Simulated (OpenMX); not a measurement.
The system is KCl (Sylvite).

```
K Cl
1.0
     0.00000    3.14647    3.14647
     3.14647    0.00000    3.14647
     3.14647    3.14647    0.00000
K Cl
1 1
Cartesian
  0.0000 0.0000 0.0000
  3.1465 3.1465 3.1465
```

Base run:

| Quantity | Value |
| --- | --- |
| Program | OpenMX 3.8.5 |
| Functional | PBE |
| Potentials or basis | OpenMX 2013 PBE set, K10.0-s3p2d1, Cl7.0-s2p2d1f1, grid cutoff 260 Ry |
| k mesh | 7 × 7 × 7 |
| Occupations | fermi-dirac, width 0.05 eV |
| Spin | no spin polarisation |

Its results: band gap on the k mesh 5.46 eV, direct; pressure 0.9 GPa.

Q: The run is repeated on the same cell with these changes: potentials or basis from OpenMX 2013 PBE set, K10.0-s3p2d1, Cl7.0-s2p2d1f1, grid cutoff 260 Ry to OpenMX 2013 PBE set, K10.0-s3p2, Cl7.0-s2p2d1, grid cutoff 300 Ry. What comes out?

A: Band gap on the k mesh 5.28 eV, direct; pressure 1.8 GPa.

Caveats: the basis of atomic orbitals isn't converged, which shifts pressures, moduli and gaps; an odd mesh through Γ misses points on the zone boundary, where band edges often lie (some runs).

Not every run made on this cell is shown here.
